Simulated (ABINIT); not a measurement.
Crystal: Si.

```
Si
1.0
     3.83132    0.00000    0.00000
    -1.91566    3.31802    0.00000
     0.00000    0.00000    6.33262
Si
4
Cartesian
  1.9157 1.1060 5.9336
  0.0000 2.2120 2.7673
  1.9157 1.1060 3.5653
  0.0000 2.2120 0.3990
```

This isn't the form of Si at room conditions, which is diamond.

Base run:

* Program: ABINIT 10.8.3 (patched build)
* Functional: PBE
* Potentials or basis: SG15 NC PBE v1.2
* Cutoff: 490 eV
* k mesh: 8 × 8 × 4
* Occupations: fermi-dirac, width 0.05 eV
* Spin: no spin polarisation

Its results: band gap on the k mesh 0.40 eV, indirect (least direct gap 1.01 eV); pressure 1.8 GPa; largest force 0.006 eV/Å.

Question: After a change of settings the same cell gave: band gap on the k mesh 0.42 eV, indirect (least direct gap 1.02 eV); pressure 1.3 GPa; largest force 0.007 eV/Å. Which change was it?
A. functional from PBE to PBEsol; potentials or basis from SG15 NC PBE v1.2 to JTH PAW PBE v2.0
B. functional from PBE to AM05; potentials or basis from SG15 NC PBE v1.2 to JTH PAW PBE v2.0
C. potentials or basis from SG15 NC PBE v1.2 to PseudoDojo NC SR PBE v0.4.1 standard
D. functional from PBE to SCAN; potentials or basis from SG15 NC PBE v1.2 to JTH PAW PBE v2.0

Answer: C.
